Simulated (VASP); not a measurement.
# AlN in VASP: a series of runs, part 3 of 3

VASP 6.6.1.

## (5) Work function, PBEsol

This run uses another cell than the first one, of 23.50 Å³/atom, 1.198 times its volume.

File INCAR:

```
ALGO = Normal
DIPOL = 0.5 0.5 0.500
EDIFF = 1E-7
ENCUT = 520
GGA = PS
IDIPOL = 3
ISIF = 2
ISMEAR = 0
KPAR = 8
LASPH = T
LCHARG = T
LDIPOL = T
LREAL = F
LVACPOTAV = T
LVHAR = T
LWAVE = F
NELM = 100
PREC = Accurate
SIGMA = 0.05
```

File KPOINTS:

```
k-points
0
Gamma
  8 6 1
```

File POSCAR:

```
AlN
1.0
    3.1130000000      0.0000000000      0.0000000000
    0.0000000000      4.9810000000      0.0000000000
    0.0000000000      0.0000000000     36.3783311067
Al N
12 12
Direct
    0.0000000001      0.0000000000      0.3023778075
    0.5000000000      0.5000000000      0.3270805816
    0.5000000001      0.0000000000      0.3764861297
    1.0000000000      0.5000000000      0.4011889038
    0.0000000001      0.0000000000      0.4505944519
    0.5000000000      0.5000000000      0.4752972259
    0.5000000001      0.0000000000      0.5247027741
    1.0000000000      0.5000000000      0.5494055481
    0.0000000001      0.0000000000      0.5988110962
    0.5000000000      0.5000000000      0.6235138703
    0.5000000001      0.0000000000      0.6729194184
    1.0000000000      0.5000000000      0.6976221925
    0.0000000001      0.3800000000      0.3023778075
    0.5000000000      0.8800000000      0.3270805816
    0.5000000001      0.3800000000      0.3764861297
    1.0000000000      0.8800000000      0.4011889038
    0.0000000001      0.3800000000      0.4505944519
    0.5000000000      0.8800000000      0.4752972259
    0.5000000001      0.3800000000      0.5247027741
    1.0000000000      0.8800000000      0.5494055481
    0.0000000001      0.3800000000      0.5988110962
    0.5000000000      0.8800000000      0.6235138703
    0.5000000001      0.3800000000      0.6729194184
    1.0000000000      0.8800000000      0.6976221925
```

Potentials or basis: VASP PAW PBE potentials, release 64 (Al, N).

On the command line:

```bash
cat potpaw_PBE.64/Al/POTCAR potpaw_PBE.64/N/POTCAR > POTCAR
mpirun -np 8 vasp_std > vasp.out
```

OUTCAR:

```text
EDIFF = 1E-7
   ENCUT = 520
   GGA = PS
   ISIF = 2
   ISMEAR = 0
   LASPH = T
   LREAL = F
   NELM = 100
   PREC = Accurate

 ion  position               nearest neighbor table
   1  0.000  0.000  0.302-  13 1.89  14 1.89  14 1.89   2 3.07   2 3.07   2 3.07   2 3.07   3 3.11
                             3 3.11
   2  0.500  0.500  0.327-  14 1.89  15 1.89  13 1.89  13 1.89   3 3.07   3 3.07   1 3.07   1 3.07
                             1 3.07   1 3.07   4 3.11   4 3.11
   3  0.500  0.000  0.376-  15 1.89  14 1.89  16 1.89  16 1.89   2 3.07   2 3.07   4 3.07   4 3.07
                             4 3.07   4 3.07   1 3.11   1 3.11   5 3.11   5 3.11
   4  0.000  0.500  0.401-  16 1.89  17 1.89  15 1.89  15 1.89   5 3.07   5 3.07   3 3.07   3 3.07
                             3 3.07   3 3.07   6 3.11   6 3.11   2 3.11   2 3.11
   5  0.000  0.000  0.451-  17 1.89  18 1.89  18 1.89  16 1.89   6 3.07   6 3.07   6 3.07   6 3.07
                             4 3.07   4 3.07   7 3.11   7 3.11   3 3.11   3 3.11
   6  0.500  0.500  0.475-  18 1.89  17 1.89  17 1.89  19 1.89   5 3.07   5 3.07   5 3.07   5 3.07
                             7 3.07   7 3.07   4 3.11   4 3.11   8 3.11   8 3.11
   7  0.500  0.000  0.525-  19 1.89  20 1.89  20 1.89  18 1.89   8 3.07   8 3.07   8 3.07   8 3.07
                             6 3.07   6 3.07   9 3.11   9 3.11   5 3.11   5 3.11
[... 1519 lines left out ...]
 [bands above 60 left out]

------------------------ aborting loop because EDIFF is reached ----------------------------------------

  FORCE on cell =-STRESS in cart. coord.  units (eV):
  Direction    XX          YY          ZZ          XY          YZ          ZX
  --------------------------------------------------------------------------------------
  -------------------------------------------------------------------------------------
  Total       -0.9845305     -7.3817052     -3.2036813      0.0000000      0.0000000      0.0000000
  in kB       -2.7964130    -20.9666403     -9.0995821      0.0000000      0.0000000      0.0000000
  external PRESSURE =     -10.9542118 kB  Pullay stress =       0.0000000 kB

 VOLUME and BASIS-vectors are now :
 -----------------------------------------------------------------------------
  energy-cutoff  :      520.00
  volume of cell :      564.08
      direct lattice vectors                 reciprocal lattice vectors
     3.113000000  0.000000000  0.000000000     0.321233537  0.000000000  0.000000000
     0.000000000  4.981000000  0.000000000     0.000000000  0.200762899  0.000000000
     0.000000000  0.000000000 36.378331107     0.000000000  0.000000000  0.027488892

 POSITION                                       TOTAL-FORCE (eV/Angst)
 -----------------------------------------------------------------------------------
      0.00000      0.00000     11.00000         0.000000      1.746325      1.920449
      1.55650      2.49050     11.89865         0.000000     -1.233274     -1.583753
      1.55650      0.00000     13.69594         0.000000      0.331331      0.205276
      0.00000      2.49050     14.59458         0.000000     -0.303070     -0.123310
      0.00000      0.00000     16.39187         0.000000     -0.076537      0.041143
      1.55650      2.49050     17.29052         0.000000     -0.151528     -0.025603
[... 16 lines left out ...]
      1.55650      1.89278     24.47969         0.000000     -0.188751      1.164569
      0.00000      4.38328     25.37833         0.000000     -0.719157     -0.400238
 -----------------------------------------------------------------------------------
    total drift:                               -0.000001     -0.001623     -0.000003

  FREE ENERGIE OF THE ION-ELECTRON SYSTEM (eV)
  ---------------------------------------------------
  free  energy   TOTEN  =      -182.3904750507 eV

  energy  without entropy=     -182.3904750507  energy(sigma->0) =     -182.39047505

 vacuum level on the upper side and lower side of the slab         5.209         5.209
```

OSZICAR:

```text
N       E                     dE             d eps       ncg     rms          rms(c)
DAV:   1     0.712259685733E+03    0.71226E+03   -0.39896E+04  2496   0.129E+03
DAV:   2    -0.813261774991E+02   -0.79359E+03   -0.76209E+03  3378   0.291E+02
DAV:   3    -0.207635008549E+03   -0.12631E+03   -0.12517E+03  3000   0.119E+02
[... 24 lines left out ...]
DAV:  28    -0.182390474417E+03   -0.38710E-06   -0.11922E-08  1686   0.343E-04    0.751E-05
DAV:  29    -0.182390474754E+03   -0.33630E-06   -0.97055E-09  1746   0.250E-04    0.435E-05
DAV:  30    -0.182390474905E+03   -0.15110E-06   -0.52335E-09  1811   0.148E-04    0.537E-05
DAV:  31    -0.182390475010E+03   -0.10514E-06   -0.29834E-09  1759   0.144E-04    0.262E-05
DAV:  32    -0.182390475051E+03   -0.40809E-07   -0.23085E-09  1697   0.146E-04
   1 F= -.18239048E+03 E0= -.18239048E+03  d E =-.232955E-11
```

Run time: 4.9 min. Hardware: 8 MPI ranks of Intel Xeon Platinum 8488C (Sapphire Rapids), shared host; peak memory 0.86 GiB.

Results:

| Property | Result |
| --- | --- |
| Free energy | -182.3905 eV |
| Largest force | 2.596 eV/Å |
| Band gap on the k mesh | 1.50 eV, indirect (least direct gap 1.53 eV) |
| Ionisation potential of the upper face | 5.02 eV |

Forces on the atoms (eV/Å):
```
Al   0.000  1.746  1.920
Al   0.000 -1.233 -1.584
Al   0.000  0.331  0.205
Al   0.000 -0.303 -0.123
Al   0.000 -0.077  0.041
Al   0.000 -0.152 -0.026
Al   0.000 -0.152  0.026
Al   0.000 -0.077 -0.041
Al   0.000 -0.303  0.123
Al   0.000  0.331 -0.205
Al   0.000 -1.233  1.584
Al   0.000  1.746 -1.920
N    0.000 -0.719  0.400
N    0.000 -0.189 -1.165
N    0.000  0.223  0.493
N    0.000  0.109 -0.197
N    0.000  0.134  0.077
N    0.000  0.129 -0.044
N    0.000  0.129  0.044
N    0.000  0.134 -0.077
N    0.000  0.109  0.197
N    0.000  0.223 -0.493
N    0.000 -0.189  1.165
N    0.000 -0.719 -0.400
```

Caveat: the PAW data sets were made with another functional, which shifts forces and pressure a little.

## (6) Overview

| cell | vacuum (Å) | gap on the mesh (eV) | largest force (eV/Å) |
| --- | --- | --- | --- |
| Pmc2_1, 19.63 Å³/atom | - | 1.50 | 2.60 |
| Pmc2_1, 12.52 Å³/atom | 5 | 1.41 | 2.52 |
| Pmc2_1, 15.75 Å³/atom | 10 | 1.50 | 2.60 |
| Pmc2_1, 23.5 Å³/atom | 22 | 1.50 | 2.60 |

Alike in all rows: task work function; level PBEsol; potentials or basis VASP PAW PBE potentials, release 64 (Al, N); no spin polarisation; k mesh 8 × 6 × 1; cutoff (eV) 520; smearing gaussian 0.05 eV.

On the cell as given the gap runs from 1.41 eV (PBEsol) to 1.50 eV (PBEsol).

Caveats: the PAW data sets were made with another functional, which shifts forces and pressure a little.

Total energies depend on the potentials used, so only differences within one code and one set of settings carry meaning.
